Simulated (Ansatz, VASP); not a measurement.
**Two plane-wave programs on GaN**

```
Ga N
1.0
     0.00000    2.27424    2.27424
     2.27424    0.00000    2.27424
     2.27424    2.27424    0.00000
Ga N
1 1
Direct
  0.00000 0.00000 0.00000
  0.75000 0.75000 0.75000
```

Alike in both runs: functional PBE; k mesh 10 × 10 × 10; no spin polarisation.

Ansatz relaxed the structure, and its values are those at the end. VASP's run is a single point on that final structure, the one shown.

|  | VASP | Ansatz |
| --- | --- | --- |
| version | VASP 6.6.1 | Ansatz 0.2.0 |
| potentials or method | VASP PAW PBE potentials, release 64 (Ga_d, N) | scalar-relativistic, plane waves, PAW |
| plane-wave cutoff (eV) | 520 | 420 |
| occupations | gaussian, width 0.01 eV | fixed |
| valence electrons in the cell | 18 | 18 |

```tsv
	VASP	Ansatz	Ansatz less VASP
gap on the k mesh at the Fermi level (eV)	1.55	1.54	-0.006
least direct gap on the mesh (eV)	1.55	1.54	-0.006
pressure (GPa)	0.1	0.0	-0.08
```
